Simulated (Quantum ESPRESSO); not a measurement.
**ZnSe (Stilleite) under changes of volume**

One of the cells (22.757 Å³/atom); the others are scaled copies at fixed shape and fractional positions:

```
Se Zn
1.0
     0.00000    2.83380    2.83380
     2.83380    0.00000    2.83380
     2.83380    2.83380    0.00000
Se Zn
1 1
Direct
  0.75000 0.75000 0.75000
  0.00000 0.00000 0.00000
```

| Quantity | Value |
| --- | --- |
| Program | Quantum ESPRESSO 7.5 |
| Functional | r2SCAN |
| Potentials or basis | SG15 PBE 1.2 |
| Cutoff | 952 eV |
| Density cutoff | 3810 eV |
| k mesh | 6 × 6 × 6 |
| Occupations | fermi-dirac, width 0.05 eV |
| Spin | no spin polarisation |

```csv
volume (Å³/atom),energy over the lowest point (meV/atom),pressure (GPa),gap on the mesh (eV)
21.391,?,?,?
21.846,12.46,3.7,1.96
22.301,4.21,2.1,1.87
22.757,0.20,0.7,1.79
23.212,0.00,-0.6,1.70
23.667,3.24,-1.7,1.62
24.122,9.55,-2.8,1.55
```

**Question.** What does the run at 21.391 Å³/atom give?

**Answer.** Energy over the lowest point 25.45 meV/atom; pressure 5.4 GPa; gap on the mesh 2.05 eV.

Worked out: A Birch-Murnaghan fit of order 3 (a polynomial in V^(-2/3)) to the other rows has its minimum at 23.01 Å³/atom with B0 = V·E''(V) = 64 GPa and B' = 4.4. It gives 25.43 meV/atom at 21.391 Å³/atom, against the run's 25.45, and -dE/dV = 5.5 GPa, against 5.4. A straight line through the other rows of the gap, of slope -4.17 eV per unit of ln V (its deformation potential), extrapolates to 2.05 eV, against the run's 2.05.

Energies are extrapolated to zero smearing.

Caveats: the potentials were made for another functional, which shifts forces and pressure.

Spin-orbit coupling on Se is left out.
